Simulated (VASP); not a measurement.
Runs of VASP 6.6.1 on Gd. It takes space group Im-3m (No. 229, cubic). The conventional cell has a = 4.050 Å, b = 4.050 Å, c = 4.050 Å, α = 90.00°, β = 90.00°, γ = 90.00°. Around Gd (site symmetry m-3m) lie 8 Gd at 3.51 Å. This isn't the form of Gd at room conditions, which is hcp.

```csv
level,moment (μB)
PBE,(b)
RPBE,(a)
PBEsol,7.63
revPBE,7.66
r2SCAN,7.88
```

Alike in all rows: task band structure; potentials or basis VASP PAW PBE potentials, release 64 (Gd); spin collinear, ferromagnetic start; cell as given; k mesh 7 × 7 × 7; cutoff (eV) 520; smearing fermi-dirac 0.05 eV.

Problem. Estimate the missing entries.

Solution. (a) 7.67; (b) 7.64.
